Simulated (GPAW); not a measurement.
Crystal: CuO.

```xyz
4
Lattice="3.4221 0.0000 0.0000 0.0000 3.4221 0.0000 0.0000 0.0000 4.2605" Properties=species:S:1:pos:R:3 pbc="T T T"
Cu    0.0000    1.7110    0.0000
Cu    1.7110    0.0000    2.1302
O     0.0000    0.0000    1.0651
O     0.0000    0.0000    3.1953
```

Measurements of this composition are mostly on another form, of space group No. 15.

Base run:

| Property | Result |
| --- | --- |
| Program | GPAW 26.7.0 |
| Functional | LDA |
| Potentials or basis | the program's PAW data sets (release 1.2.1) made for this functional |
| Cutoff | 800 eV |
| Basis | pw |
| k mesh | 6 × 6 × 5 |
| Occupations | fermi-dirac, width 0.05 eV |
| Spin | no spin polarisation |

Its results: pressure -13.2 GPa.

**Question.** After a change of settings the same cell gave: pressure 3.0 GPa. Which change was it?
A. functional from LDA to RPBE
B. functional from LDA to BLYP; potentials or basis from the program's PAW data sets (release 1.2.1) made for this functional to PAW data sets generated in the run's folder for this functional
C. functional from LDA to r2SCAN; potentials or basis from the program's PAW data sets (release 1.2.1) made for this functional to GPAW PAW data sets (gpaw-data 1.2.1)
D. functional from LDA to AM05; potentials or basis from the program's PAW data sets (release 1.2.1) made for this functional to PAW data sets generated in the run's folder for this functional

**Answer.** A.

RPBE binds less tightly than LDA, so the same cell stands under more pressure.

Caveats: with this Cu data set, volumes or pressures lay over 1.5 % or 2 GPa off other programs in two to four cells of ten; the run has no spin polarisation, though such a crystal can be magnetic.

Runs at the PBE level aren't shown here.
